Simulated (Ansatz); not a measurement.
## Br: start and end of a relaxation

Recipe of this trial structure of Br: random cell by space group and Wyckoff sites (P4/mmm, No. 123). Lengths were set from tabulated atomic sizes, so they are only a guess.

POSCAR.start

```
Br
1.0
     3.02608    0.00000    0.00000
     0.00000    3.02608    0.00000
     0.00000    0.00000    3.60866
Br
1
Direct
  0.50000 0.50000 0.00000
```

The calculation used Ansatz, DFT PBE, scalar-relativistic, plane waves, PAW. Cutoff 420 eV, Gaussian smearing, Γ-centred meshes. Cell and atoms relax first on a coarse mesh and then on a finer one. In between, the cell is made exact in the group found at 0.06 Å. In metals the finer mesh still leaves noise of several meV/atom or more. The steps can't lower the symmetry of their start. No spin polarisation.

POSCAR.end

```
Br
1.0
     2.86911    0.00000    0.00000
     0.00000    2.86911    0.00000
     0.00000    0.00000    4.70804
Br
1
Direct
  0.50000 0.50000 0.00000
```

The symmetry stays P4/mmm (No. 123). The volume per atom grows by 17.3 %, from 33.0 to 38.8 Å³. The shortest distance goes from 3.03 Å (Br–Br) to 2.87 Å (Br–Br). The ratio c/a of the conventional cell changes by a factor of 1.38. The energy falls by about 0.16 eV/atom (the start's value is from the coarse mesh).

```
Volume per atom                             : 38.8 Å³
Density                                     : 3.4 g/cm³
Energy over the standard state              : +0.18 eV/atom
Gap on the 20×20×12 mesh of the 1-atom cell : 0 eV (a metal)
```

Energies count from the standard state of Br at the same level. The references include crystalline Br. So it is a metastable form at best.

The last run used Gaussian smearing of 0.10 eV. No dispersion correction is applied, so the spacing and binding between layers, chains or molecules are poorly described. The cell is a metal run without spin; a magnetic state may lie lower. The reference form of Br is held partly by dispersion forces, which this level lacks. Symmetry constrained the relaxation, so the result can be a saddle point. In all, the 4 runs took 2.7 min on 1 thread of Arm Neoverse N1, on a shared host.
